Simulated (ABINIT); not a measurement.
Runs of ABINIT 10.8.3 (patched build) on ZnSe (Stilleite). Symmetry: F-43m, No. 216, cubic system. Conventional cell: a = 5.668 Å, b = 5.668 Å, c = 5.668 Å, α = 90.00°, β = 90.00°, γ = 90.00°. Around Se (site symmetry -43m) lie 4 Zn at 2.45 Å. Zn (site symmetry -43m) is surrounded by 4 Se at 2.45 Å. 

```csv
task,level,potentials or basis,k mesh,cutoff (eV),fine-grid cutoff,gap on the mesh (eV)
single point,r2SCAN,JTH PAW PBE v2.0,6 × 6 × 6,653,1251.72 eV,(a)
band structure,HLE16,JTH PAW PBE v2.0,8 × 8 × 8,544,1088.46 eV,2.55
single point,LDA,JTH PAW LDA v2.0,6 × 6 × 6,544,1088.46 eV,1.03
band structure,BP86,JTH PAW PBE v2.0,8 × 8 × 8,544,1088.46 eV,1.23
```

Alike in all rows: no spin polarisation; cell as given; smearing fermi-dirac 0.05 eV.

Fill in the values left out.

(a) 1.85.

Caveats: the potentials were made for a functional far from this one (some runs).

A k mesh can miss the band edges, and the runs leave out spin-orbit coupling on Se.

Runs at the PBE level aren't shown here.
